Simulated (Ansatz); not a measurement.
BeO:
```
CELL_PARAMETERS angstrom
      2.70853     0.00000     0.00000
     -1.35426     2.34565     0.00000
      0.00000     0.00000     8.82296
ATOMIC_POSITIONS crystal
  Be 0.00000 0.00000 0.00082
  Be 0.00000 0.00000 0.50082
  Be 0.66667 0.33333 0.75017
  Be 0.33333 0.66667 0.25017
  O  0.00000 0.00000 0.81237
  O  0.00000 0.00000 0.31237
  O  0.66667 0.33333 0.56228
  O  0.33333 0.66667 0.06228
```

Relaxed with PBE. Special points in fractions of this cell's reciprocal vectors: Γ (0.000, 0.000, 0.000); M (0.500, 0.000, 0.000); K (0.333, 0.333, 0.000); A (0.000, 0.000, 0.500); L (0.500, 0.000, 0.500); H (0.333, 0.333, 0.500).

**Question.** List the band energies nearest the valence-band maximum at these points for plane-wave PAW PBE (Ansatz code).

**Answer.** In eV from the valence-band maximum; about four levels below and three above (degenerate sets whole), none deeper than 8.9 eV; points with the same levels are listed once.

| k | below | above |
|---|---|---|
| Γ | -0.47 -0.47 -0.02 -0.02 0.00 | 7.42 9.51 9.73 |
| M | -1.79 -1.70 -1.13 -0.89 | 7.75 8.47 10.95 |
| K | -2.37 -1.97 -1.97 -1.26 | 10.04 10.04 11.51 11.51 |
| A | -0.16 -0.16 -0.16 -0.16 | 8.17 8.17 10.98 10.98 |
| L | -1.56 -1.56 -1.17 -1.17 | 8.26 8.26 10.75 10.75 |
| H | -1.79 -1.79 -1.74 -1.74 | 9.79 9.79 11.83 11.83 |

Space group P6_3mc. A made-up cell: these elements were put on the sites of a structure type. Its sites differ from those of the usual phase in this space group: another stacking or structure type. Symmetry was held in the PBE relaxation; phonons on a q-mesh show no instability.

Potentials: the later of the program's two PAW sets.
